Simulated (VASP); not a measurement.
# Ge (Fd-3m) in VASP: further runs

One crystal, Ge, is run at these levels: PBE+D3(BJ), PBE; tasks: relaxation of cell and atoms, single point.

Program: VASP 6.6.1. These are calculated values, not measurements. Logs are shortened: lines on timing, memory, paths and dates and some standing lists are left out, and cuts for length are marked.

**Experimental background.**

From “Electronic and optical properties of SixGe1-x-ySny alloys lattice-matched to Ge”, 2021, arxiv:2109.02782, for a bulk crystal of Ge at 300 K: band gap 0.807 eV (direct).

How close the calculation comes is told below.

**1. The crystal as given**

The structure is cubic, space group Fd-3m (No. 227). The conventional cell has a = 5.658 Å, b = 5.658 Å, c = 5.658 Å, α = 90.00°, β = 90.00°, γ = 90.00°. Around Ge (site symmetry -43m) lie 4 Ge at 2.45 Å.

**2. Relaxation of cell and atoms, PBE+D3(BJ), spin-orbit coupling, no magnetisation**

Input file run.py:

```python
from ase.calculators.vasp import Vasp
from ase.io import read

atoms = read('Ge.cif', primitive_cell=True, subtrans_included=False)
calc = Vasp(
    directory='calc',
    xc='pbe',
    pp='PBE',
    setups='recommended',
    prec='Accurate',
    encut=600,
    ediff=1e-06,
    ismear=0,
    sigma=0.1,
    lreal=False,
    lasph=True,
    nelm=60,
    algo='Normal',
    isif=3,
    lwave=False,
    lcharg=False,
    lorbit=11,
    lsorbit=True,
    gga_compat=False,
    ivdw=12,
    ibrion=2,
    nsw=60,
    ediffg=-0.01,
    kpts=[6, 6, 6],
    gamma=True,
)
atoms.calc = calc

print('energy (eV):', atoms.get_potential_energy())
print('free energy (eV):', atoms.get_potential_energy(force_consistent=True))
print('forces (eV/A):')
print(atoms.get_forces())
print('stress (eV/A^3, Voigt):', atoms.get_stress())
print('Fermi level (eV):', calc.get_fermi_level())
print('cell (A, degrees):', atoms.cell.cellpar())
print('volume (A^3):', atoms.get_volume())
print('scaled positions:')
print(atoms.get_scaled_positions())
```

Input file Ge.cif:

```cif
data_Ge
_cell_length_a 5.65782000
_cell_length_b 5.65782000
_cell_length_c 5.65782000
_cell_angle_alpha 90.00000000
_cell_angle_beta 90.00000000
_cell_angle_gamma 90.00000000
_space_group_name_H-M_alt 'Fd-3m'
_space_group_name_Hall 'F 4d 2 3 -1d'
_space_group_IT_number 227
loop_
_space_group_symop_operation_xyz
'x,y,z'
'-y+1/4,x+1/4,z+1/4'
'-x,-y+1/2,z+1/2'
'y+3/4,-x+1/4,z+3/4'
'x,-y,-z'
'-y+1/4,-x+3/4,-z+3/4'
'-x,y+1/2,-z+1/2'
'y+3/4,x+3/4,-z+1/4'
'z,x,y'
'z+1/4,-y+1/4,x+1/4'
'z+1/2,-x,-y+1/2'
'z+3/4,y+3/4,-x+1/4'
'-z,x,-y'
'-z+3/4,-y+1/4,-x+3/4'
'-z+1/2,-x,y+1/2'
'-z+1/4,y+3/4,x+3/4'
'y,z,x'
'x+1/4,z+1/4,-y+1/4'
'-y+1/2,z+1/2,-x'
'-x+1/4,z+3/4,y+3/4'
'-y,-z,x'
'-x+3/4,-z+3/4,-y+1/4'
'y+1/2,-z+1/2,-x'
'x+3/4,-z+1/4,y+3/4'
'-x+1/4,-y+1/4,-z+1/4'
'y,-x,-z'
'x+1/4,y+3/4,-z+3/4'
'-y+1/2,x,-z+1/2'
'-x+1/4,y+1/4,z+1/4'
'y,x+1/2,z+1/2'
'x+1/4,-y+3/4,z+3/4'
'-y+1/2,-x+1/2,z'
'-z+1/4,-x+1/4,-y+1/4'
'-z,y,-x'
'-z+3/4,x+1/4,y+3/4'
'-z+1/2,-y+1/2,x'
'z+1/4,-x+1/4,y+1/4'
'z+1/2,y,x+1/2'
'z+3/4,x+1/4,-y+3/4'
'z,-y+1/2,-x+1/2'
'-y+1/4,-z+1/4,-x+1/4'
[... 89 lines left out ...]
'-z+1/4,x+1/4,y+1/4'
'-z,-y+1/2,x+1/2'
'z+3/4,-x+1/4,y+3/4'
'z,y,x'
'z+1/4,x+1/4,-y+1/4'
'z+1/2,-y+1/2,-x'
'-y+3/4,-z+1/4,-x+3/4'
'-x+1/2,-z,y+1/2'
'y+1/4,-z+3/4,x+3/4'
'x+1/2,-z+1/2,-y'
'y+3/4,z+1/4,-x+3/4'
'x,z+1/2,y+1/2'
'-y+1/4,z+3/4,x+3/4'
'-x,z,-y'
'x+1/2,y+1/2,z'
'-y+3/4,x+3/4,z+1/4'
'-x+1/2,-y,z+1/2'
'y+1/4,-x+3/4,z+3/4'
'x+1/2,-y+1/2,-z'
'-y+3/4,-x+1/4,-z+3/4'
'-x+1/2,y,-z+1/2'
'y+1/4,x+1/4,-z+1/4'
'z+1/2,x+1/2,y'
'z+3/4,-y+3/4,x+1/4'
'z,-x+1/2,-y+1/2'
'z+1/4,y+1/4,-x+1/4'
'-z+1/2,x+1/2,-y'
'-z+1/4,-y+3/4,-x+3/4'
'-z,-x+1/2,y+1/2'
'-z+3/4,y+1/4,x+3/4'
'y+1/2,z+1/2,x'
'x+3/4,z+3/4,-y+1/4'
'-y,z,-x'
'-x+3/4,z+1/4,y+3/4'
'-y+1/2,-z+1/2,x'
'-x+1/4,-z+1/4,-y+1/4'
'y,-z,-x'
'x+1/4,-z+3/4,y+3/4'
'-x+3/4,-y+3/4,-z+1/4'
'y+1/2,-x+1/2,-z'
'x+3/4,y+1/4,-z+3/4'
'-y,x+1/2,-z+1/2'
'-x+3/4,y+3/4,z+1/4'
'y+1/2,x,z+1/2'
'x+3/4,-y+1/4,z+3/4'
'-y,-x,z'
'-z+3/4,-x+3/4,-y+1/4'
'-z+1/2,y+1/2,-x'
'-z+1/4,x+3/4,y+3/4'
'-z,-y,x'
'z+3/4,-x+3/4,y+1/4'
'z,y+1/2,x+1/2'
'z+1/4,x+3/4,-y+3/4'
'z+1/2,-y,-x+1/2'
'-y+3/4,-z+3/4,-x+1/4'
'-x+1/2,-z+1/2,y'
'y+1/4,-z+1/4,x+1/4'
'x+1/2,-z,-y+1/2'
'y+3/4,z+3/4,-x+1/4'
'x,z,y'
'-y+1/4,z+1/4,x+1/4'
'-x,z+1/2,-y+1/2'
loop_
_atom_site_label
_atom_site_type_symbol
_atom_site_symmetry_multiplicity
_atom_site_Wyckoff_symbol
_atom_site_fract_x
_atom_site_fract_y
_atom_site_fract_z
_atom_site_occupancy
Ge1 Ge 8 a 0.2500000000 0.2500000000 0.2500000000 1
```

Potentials or basis: VASP PAW PBE potentials, release 64 (Ge_d).

Started as:

```bash
> python run.py
```

What it wrote:

```text
energy (eV): -9.58311473
free energy (eV): -9.58360492
forces (eV/A):
[[ 2.61e-05  2.61e-05  2.61e-05]
 [-2.61e-05 -2.61e-05 -2.61e-05]]
stress (eV/A^3, Voigt): [ 2.15914797e-04  2.15914797e-04  2.15914797e-04 -1.99771983e-06
 -1.99951738e-06 -1.99771983e-06]
Fermi level (eV): 4.8079851
cell (A, degrees): [ 4.03273946  4.03273946  4.03273946 60.00017919 60.00017919 60.00017919]
volume (A^3): 46.37535636003105
scaled positions:
[[2.49999983e-01 2.49999983e-01 2.49999983e-01]
 [1.67127485e-08 1.67127485e-08 1.67127485e-08]]
```

OUTCAR:

```text
ENCUT = 600.000000
   EDIFF = 1.00e-06
   EDIFFG = -1.00e-02
   GGA = PE
   PREC = Accurate
   IBRION = 2
   ISIF = 3
   ISMEAR = 0
   LORBIT = 11
   NELM = 60
   NSW = 60
   IVDW = 12
   LASPH = .TRUE.
   LSORBIT = .TRUE.
   LREAL = .FALSE.
 IVDW          = 12

 ion  position               nearest neighbor table
   1  0.250  0.250  0.250-   2 2.45   2 2.45   2 2.45   2 2.45
   2  0.000  0.000  0.000-   1 2.45   1 2.45   1 2.45   1 2.45

  LATTYP: Found a face centered cubic cell.
 ALAT       =     5.6578200000

  Lattice vectors:

 A1 = (   0.0000000000,   2.8289100000,   2.8289100000)
 A2 = (   2.8289100000,   0.0000000000,   2.8289100000)
 A3 = (   2.8289100000,   2.8289100000,   0.0000000000)

Analysis of symmetry for initial positions (statically):
=====================================================================
 Subroutine PRICEL returns:
 Original cell was already a primitive cell.

 Routine SETGRP: Setting up the symmetry group for a
 face centered cubic supercell.

 Subroutine GETGRP returns: Found 48 space group operations
 (whereof 24 operations were pure point group operations)
 out of a pool of 48 trial point group operations.

The static configuration has the point symmetry T_d .
 The point group associated with its full space group is O_h .

Analysis of symmetry for dynamics (positions and initial velocities):
=====================================================================
 Subroutine PRICEL returns:
 Original cell was already a primitive cell.

 Routine SETGRP: Setting up the symmetry group for a
 face centered cubic supercell.

 Subroutine GETGRP returns: Found 48 space group operations
 (whereof 24 operations were pure point group operations)
 out of a pool of 48 trial point group operations.

The dynamic configuration has the point symmetry T_d .
 The point group associated with its full space group is O_h .

Analysis of structural, dynamic, and magnetic symmetry:
=====================================================================
 Subroutine PRICEL returns:
 Original cell was already a primitive cell.

 Routine SETGRP: Setting up the symmetry group for a
 face centered cubic supercell.

 Subroutine GETGRP returns: Found  6 space group operations
[... 238 lines left out ...]

 number of electron      28.0000027 magnetization       0.0000001      0.0000001      0.0000001

 Free energy of the ion-electron system (eV)
  ---------------------------------------------------
  ext. energy  EPLUGINS =         0.00000000
  ---------------------------------------------------
  free energy    TOTEN  =        -9.00377907 eV

  energy without entropy =       -9.00279870  energy(sigma->0) =       -9.00328888

 E-fermi :   4.8080     XC(G=0):  -9.8042

 val. band max:        4.5902664436   @ k =   0.0000   0.0000   0.0000
 cond. band min:       4.8659030756   @ k =   0.0000   0.0000   0.0000
 fundamental gap:      0.2756366320
 Fermi energy:         4.8079850975

 k-point     1 :       0.0000    0.0000    0.0000
  band No.  band energies     occupation
      1     -20.2785      1.00000
      2     -20.2785      1.00000
      3     -20.2785      1.00000
      4     -20.2785      1.00000
      5     -20.2191      1.00000
      6     -20.2191      1.00000
[... 973 lines left out ...]
     37      14.9968      0.00000
     38      14.9968      0.00000

 [... further k-points ...]

------------------------ aborting loop because EDIFF is reached ----------------------------------------

 Edisp (eV)   -0.57983

 E8    (eV) :    -0.2598
[... 25 lines left out ...]
  FREE ENERGIE OF THE ION-ELECTRON SYSTEM (eV)
  ---------------------------------------------------
  free  energy   TOTEN  =        -9.5836049176 eV

  energy  without entropy=       -9.5826245414  energy(sigma->0) =       -9.58311473

 reached required accuracy - stopping structural energy minimisation

 Spin-Orbit-Coupling matrix elements

 Ion:    1  E_soc:     -0.0187436
 l=   1
     0.0000000    -0.0021749    -0.0021749
    -0.0021749     0.0000000    -0.0021749
    -0.0021749    -0.0021749     0.0000000
 l=   2
     0.0000000    -0.0001882     0.0000000    -0.0001882    -0.0007608
    -0.0001882     0.0000000    -0.0005706    -0.0001882    -0.0001902
     0.0000000    -0.0005706     0.0000000    -0.0005706     0.0000000
    -0.0001882    -0.0001882    -0.0005706     0.0000000    -0.0001902
    -0.0007608    -0.0001902     0.0000000    -0.0001902     0.0000000
 l=   3
     0.0000000     0.0000000     0.0000000     0.0000000     0.0000000     0.0000000     0.0000000
     0.0000000     0.0000000     0.0000000     0.0000000     0.0000000     0.0000000     0.0000000
     0.0000000     0.0000000     0.0000000     0.0000000     0.0000000     0.0000000     0.0000000
     0.0000000     0.0000000     0.0000000     0.0000000     0.0000000     0.0000000     0.0000000
     0.0000000     0.0000000     0.0000000     0.0000000     0.0000000     0.0000000     0.0000000
     0.0000000     0.0000000     0.0000000     0.0000000     0.0000000     0.0000000     0.0000000
     0.0000000     0.0000000     0.0000000     0.0000000     0.0000000     0.0000000     0.0000000

 Ion:    2  E_soc:     -0.0187436
 l=   1
     0.0000000    -0.0021749    -0.0021749
    -0.0021749     0.0000000    -0.0021749
    -0.0021749    -0.0021749     0.0000000
 l=   2
     0.0000000    -0.0001882     0.0000000    -0.0001882    -0.0007608
    -0.0001882     0.0000000    -0.0005706    -0.0001882    -0.0001902
     0.0000000    -0.0005706     0.0000000    -0.0005706     0.0000000
    -0.0001882    -0.0001882    -0.0005706     0.0000000    -0.0001902
    -0.0007608    -0.0001902     0.0000000    -0.0001902     0.0000000
 l=   3
     0.0000000     0.0000000     0.0000000     0.0000000     0.0000000     0.0000000     0.0000000
     0.0000000     0.0000000     0.0000000     0.0000000     0.0000000     0.0000000     0.0000000
     0.0000000     0.0000000     0.0000000     0.0000000     0.0000000     0.0000000     0.0000000
     0.0000000     0.0000000     0.0000000     0.0000000     0.0000000     0.0000000     0.0000000
     0.0000000     0.0000000     0.0000000     0.0000000     0.0000000     0.0000000     0.0000000
     0.0000000     0.0000000     0.0000000     0.0000000     0.0000000     0.0000000     0.0000000
     0.0000000     0.0000000     0.0000000     0.0000000     0.0000000     0.0000000     0.0000000

 total charge

# of ion       s       p       d       tot
------------------------------------------
    1        1.130   1.244  10.020  12.394
    2        1.130   1.244  10.020  12.394
--------------------------------------------------
tot          2.259   2.489  20.040  24.788

 magnetization (x)

# of ion       s       p       d       tot
------------------------------------------
    1       -0.000  -0.000   0.000  -0.000
    2       -0.000  -0.000   0.000  -0.000
--------------------------------------------------
tot         -0.000  -0.000   0.000  -0.000

 magnetization (y)

# of ion       s       p       d       tot
------------------------------------------
    1       -0.000  -0.000   0.000  -0.000
    2       -0.000  -0.000   0.000  -0.000
--------------------------------------------------
tot         -0.000  -0.000   0.000  -0.000

 magnetization (z)

# of ion       s       p       d       tot
------------------------------------------
    1       -0.000  -0.000   0.000  -0.000
    2       -0.000  -0.000   0.000  -0.000
--------------------------------------------------
tot         -0.000  -0.000   0.000  -0.000
```

INCAR:

```text
ENCUT = 600.000000
SIGMA = 0.100000
EDIFF = 1.00e-06
EDIFFG = -1.00e-02
ALGO = Normal
GGA = PE
PREC = Accurate
IBRION = 2
ISIF = 3
ISMEAR = 0
LORBIT = 11
NELM = 60
NSW = 60
IVDW = 12
LASPH = .TRUE.
LCHARG = .FALSE.
LWAVE = .FALSE.
LSORBIT = .TRUE.
GGA_COMPAT = .FALSE.
LREAL = .FALSE.
```

Run time: 6.4 min. Hardware: 1 thread of AMD EPYC 7R13 (Zen 3), shared host; peak memory 0.35 GiB.

What came out:

| Quantity | Value |
| --- | --- |
| Free energy | -9.5836 eV |
| Relaxed volume | 23.19 Å³/atom |
| Relaxed cell | a = 4.033 Å, b = 4.033 Å, c = 4.033 Å, α = 60.00°, β = 60.00°, γ = 60.00° |
| Space group after relaxing (to 0.05 Å) | Fd-3m (No. 227) |
| Energy gained by relaxing | 2.6 meV/atom |
| Ionic steps | 3 |
| Pressure after relaxing | 0.0 GPa |
| Valence electrons inside the program's atomic spheres | Ge 12.39 |
| Dispersion energy per atom | -0.290 eV |

Step by step:
| step | energy change (eV) | largest force (eV/Å) | pressure (GPa) | volume (Å³) |
| --- | --- | --- | --- | --- |
| 1 | 0.0000 | 0.0000 | 1.66 | 45.28 |
| 2 | -0.0044 | 0.0001 | -0.32 | 46.83 |
| 3 | -0.0053 | 0.0000 | -0.03 | 46.38 |

Final structure:
```yaml
crystal:
  lattice:
    - [-0.00001, 2.85158, 2.85158]
    - [2.85158, -0.00001, 2.85158]
    - [2.85158, 2.85158, -0.00001]
  atoms:
    - { symbol: Ge, position: [0.25000, 0.25000, 0.25000] }
    - { symbol: Ge, position: [0.00000, 0.00000, 0.00000] }
```

(Part 1 of 2 ends here.)
